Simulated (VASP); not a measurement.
Set up this calculation in VASP 6.6.1, as the native input.

```yaml
Task: relaxation of the atoms
Functional: PBEsol
Potentials_or_basis: VASP PAW PBE potentials, release 64 (Mo_sv, Te)
Cutoff: 520 eV
k_mesh: 12 × 12 × 1
Occupations: gaussian, width 0.05 eV
Spin: no spin polarisation
Dipole_correction: no
Further_INCAR_settings: ALGO = Normal; EDIFF = 1e-06; IBRION = 2; EDIFFG = -0.003; NSW = 80
```

The structure of Te2Mo lies in POSCAR:

```
Te2Mo
1.0
    3.5182000000      0.0000000000      0.0000000000
   -1.7591000000      3.0468505756      0.0000000000
    0.0000000000      0.0000000000     18.0000000000
Mo Te
1 2
Direct
    0.0000000000      0.0000000000      0.5000000000
    0.3333330000      0.6666670000      0.6005560000
    0.3333330000      0.6666670000      0.3994440000
```

These files were run (other wordings do the same):

INCAR

```
SYSTEM = Te2Mo
ALGO = Normal
EDIFF = 1E-6
EDIFFG = -0.003
ENCUT = 520
GGA = PS
IBRION = 2
ISIF = 2
ISMEAR = 0
LASPH = .True.
LCHARG = .False.
LREAL = .False.
LWAVE = .False.
NELM = 100
NSW = 80
PREC = Accurate
SIGMA = 0.05
```

KPOINTS

```
k-points
0
Gamma
  12 12 1
  0 0 0
```

Potentials or basis: VASP PAW PBE potentials, release 64 (Mo_sv, Te).

The run is started by

```bash
$ cat potpaw_PBE.64/Mo_sv/POTCAR potpaw_PBE.64/Te/POTCAR > POTCAR
$ mpirun -np 1 vasp_std > vasp.out
```

Results of the run:

```yaml
Energy_gained_by_relaxing: 1.0 meV/atom
Ionic_steps: 3
Band_gap_on_the_k_mesh: 1.14 eV, direct
```

Caveat: spin-orbit coupling is left out, which moves the levels of the heavy elements.

It took 83 s on 1 thread of Intel(R) Xeon(R) 6975P-C (Granite Rapids), with other jobs on the host, peak memory 0.36 GiB.
